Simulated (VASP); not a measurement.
## InP in VASP 6.6.1, single-point calculation

INCAR

```
NSW = 0
NELM = 62
METAGGA = R2SCAN
IBRION = -1
LWAVE = .FALSE.
NBANDS = 16
LCHARG = .FALSE.
ALGO = Normal
LREAL = Auto
LASPH = .TRUE.
EDIFF = 1E-7
ENCUT = 520
SIGMA = 0.01
ISMEAR = 0
PREC = Accurate
ISIF = 2
NELMDL = -12
```

KPOINTS

```
KPOINTS created by Atomic Simulation Environment
0
Gamma
8 8 8
0 0 0
```

POSCAR

```
In P
 1.0000000000000000
    -0.0000000000000000    2.9537876348216452    2.9537876348216452
     2.9537876348216452    0.0000000000000000    2.9537876348216452
     2.9537876348216452    2.9537876348216452    0.0000000000000000
 In  P
   1   1
Cartesian
  0.0000000000000000  0.0000000000000000 -0.0000000000000000
  1.4768938174108228  1.4768938174108228  1.4768938174108228
```

The recommended PBE PAW datasets give the neutral cell 18 valence electrons.

Command

```
mpirun -np 1 vasp_std
```

OSZICAR

```
N       E                     dE             d eps       ncg     rms          rms(c)
DAV:   1     0.898061895992E+02    0.89806E+02   -0.85431E+03   928   0.128E+03
DAV:   2    -0.280712476944E+02   -0.11788E+03   -0.11262E+03  1064   0.310E+02
DAV:   3    -0.356793169165E+02   -0.76081E+01   -0.75798E+01  1192   0.765E+01
DAV:   4    -0.358958213043E+02   -0.21650E+00   -0.21645E+00  1224   0.140E+01
DAV:   5    -0.359066974224E+02   -0.10876E-01   -0.10876E-01  1400   0.257E+00
DAV:   6    -0.359068608049E+02   -0.16338E-03   -0.16338E-03  1256   0.303E-01
DAV:   7    -0.359068678987E+02   -0.70938E-05   -0.70937E-05  1416   0.547E-02
DAV:   8    -0.359068679758E+02   -0.77096E-07   -0.77149E-07  1272   0.611E-03
DAV:   9    -0.359068679772E+02   -0.13367E-08   -0.12717E-08   944   0.103E-03
DAV:  10    -0.359068679775E+02   -0.35880E-09   -0.38671E-09   864   0.575E-04
...
DAV:  15    -0.322976672799E+02   -0.91212E-02   -0.16630E-02  1200   0.118E+00    0.106E+00
DAV:  16    -0.322991759969E+02   -0.15087E-02   -0.22040E-03  1120   0.380E-01    0.109E-01
DAV:  17    -0.322992013849E+02   -0.25388E-04   -0.35987E-04  1208   0.201E-01    0.142E-01
DAV:  18    -0.322992373554E+02   -0.35971E-04   -0.42583E-05  1288   0.516E-02    0.761E-02
DAV:  19    -0.322992322789E+02    0.50765E-05   -0.36781E-05  1128   0.821E-02    0.551E-02
DAV:  20    -0.322992318807E+02    0.39821E-06   -0.27120E-06  1232   0.115E-02    0.304E-02
DAV:  21    -0.322992319820E+02   -0.10127E-06   -0.10499E-07   920   0.522E-03    0.164E-02
DAV:  22    -0.322992321257E+02   -0.14366E-06   -0.34428E-07  1192   0.109E-02    0.122E-02
DAV:  23    -0.322992321056E+02    0.20104E-07   -0.18977E-08   576   0.177E-03
   1 F= -.32299232E+02 E0= -.32299232E+02  d E =-.320994E-43
```

From OUTCAR

```
k-points           NKPTS =     29   k-points in BZ     NKDIM =     29   number of bands    NBANDS=     16

   NELECT =      18.0000    total number of electrons

   dimension x,y,z NGX =    32 NGY =   32 NGZ =   32
   dimension x,y,z NGXF=    64 NGYF=   64 NGZF=   64

  energy-cutoff  :      520.00
  volume of cell :       51.54
      direct lattice vectors                 reciprocal lattice vectors
     0.000000000  2.953787635  2.953787635    -0.169274187  0.169274187  0.169274187
     2.953787635  0.000000000  2.953787635     0.169274187 -0.169274187  0.169274187
     2.953787635  2.953787635  0.000000000     0.169274187  0.169274187 -0.169274187

 k-points in reciprocal lattice and weights: KPOINTS created by Atomic Simulation Env
   0.00000000  0.00000000  0.00000000       0.002
   0.12500000  0.00000000  0.00000000       0.016
   0.25000000  0.00000000  0.00000000       0.016
   0.37500000  0.00000000  0.00000000       0.016
   0.50000000  0.00000000  0.00000000       0.008
   0.12500000  0.12500000  0.00000000       0.012
   0.25000000  0.12500000  0.00000000       0.047
   0.37500000  0.12500000  0.00000000       0.047
   ...

 E-fermi :   4.8487

 k-point     1 :       0.0000    0.0000    0.0000
  band No.  band energies     occupation
      1      -9.8575      2.00000
      2      -9.8575      2.00000
      3      -9.8575      2.00000
      4      -9.6908      2.00000
      5      -9.6908      2.00000
      6      -7.0815      2.00000
      7       4.7539      2.00000
      8       4.7539      2.00000
      9       4.7539      2.00000
     10       5.7839      0.00000
     11       9.1940      0.00000
     12       9.1940      0.00000
     13       9.1941      0.00000
     14      13.7541      0.00000
     15      14.6381      0.00000
     16      14.6381      0.00000

 k-point     2 :       0.1250    0.0000    0.0000
  band No.  band energies     occupation
      1      -9.8772      2.00000
      2      -9.8501      2.00000
      3      -9.8500      2.00000
      4      -9.6907      2.00000
      5      -9.6907      2.00000
      6      -6.9000      2.00000
      7       3.2576      2.00000
      8       4.5701      2.00000
      9       4.5701      2.00000
     10       6.6946      0.00000
     11       9.3379      0.00000
     12       9.4742      0.00000
     13       9.4742      0.00000
     14      13.9964      0.00000
     15      13.9964      0.00000
     16      14.5525      0.00000

 k-point     3 :       0.2500    0.0000    0.0000
  band No.  band energies     occupation
      1      -9.9219      2.00000
      2      -9.8338      2.00000
      3      -9.8338      2.00000
      4      -9.6883      2.00000
      5      -9.6883      2.00000
      6      -6.3958      2.00000
      7       1.3162      2.00000
      8       4.1991      2.00000
      9       4.1991      2.00000
     10       6.8590      0.00000
     11       9.9019      0.00000
     12       9.9019      0.00000
     13      10.4375      0.00000
     14      13.7774      0.00000
     15      13.7774      0.00000
     16      14.3402      0.00000

 ...

  Total       -0.0365231     -0.0365231     -0.0365231      0.0000000     -0.0000000      0.0000000
  in kB       -1.1353008     -1.1353008     -1.1353008      0.0000000     -0.0000000      0.0000000
  external PRESSURE =      -1.1353008 kB  Pullay stress =       0.0000000 kB

 POSITION                                       TOTAL-FORCE (eV/Angst)
 -----------------------------------------------------------------------------------
      0.00000      0.00000      0.00000        -0.000000     -0.000000     -0.000000
      1.47689      1.47689      1.47689         0.000000      0.000000      0.000000
 -----------------------------------------------------------------------------------
    total drift:                               -0.000002     -0.000002     -0.000002

  FREE ENERGIE OF THE ION-ELECTRON SYSTEM (eV)
  ---------------------------------------------------
  free  energy   TOTEN  =       -32.2992321056 eV

  energy  without entropy=      -32.2992321056  energy(sigma->0) =      -32.29923211
```

It converged. Results: gap between bands v and c on the k mesh 1.03 eV; least direct gap on the k mesh 1.03 eV; pressure -0.1 GPa. Band v is the last that the valence electrons fill when counted band by band, and c is the next.

For comparison, a separate r²SCAN run of the intended cell, on usual settings and not on those above, gives a gap of 1.03 eV on its mesh and a pressure of -0.1 GPa.

The run above took about 99 s on one core of a shared host (Intel Xeon Platinum 8488C) and held 0.19 GiB at most.
